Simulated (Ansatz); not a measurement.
```
CELL_PARAMETERS angstrom
      0.00000     3.13099     3.13099
      3.13099     0.00000     3.13099
      3.13099     3.13099     0.00000
ATOMIC_POSITIONS crystal
  Te 0.75000 0.75000 0.75000
  Zn 0.00000 0.00000 0.00000
```

No spin polarisation.

Method: PBE (Ansatz, an electronic-structure program), no SOC, earlier PAW set. Settings: 9×9×9 k-points, 0.05 eV Fermi–Dirac smearing.

### Question
What is the computed electron mass?

### Answer
0.068 mₑ (at Γ).

### Question
Estimate the pressure.

### Answer
-15.7 kbar.

### Question
What is the computed width of the top valence band?

### Answer
2.26 eV.

### Question
Predict the band gap.

### Answer
0.89 eV.

With Te present, leaving out spin-orbit coupling can change the band edges. The cells carry an imposed strain or load. Masses are band curvatures over ±0.01 Å⁻¹ around the edge. Whether these cells are dynamically stable was not tested. The cell was made from ZnTe in the zinc blende structure (space group F-43m, No. 216) by this change: isotropic strain +1.34 %.
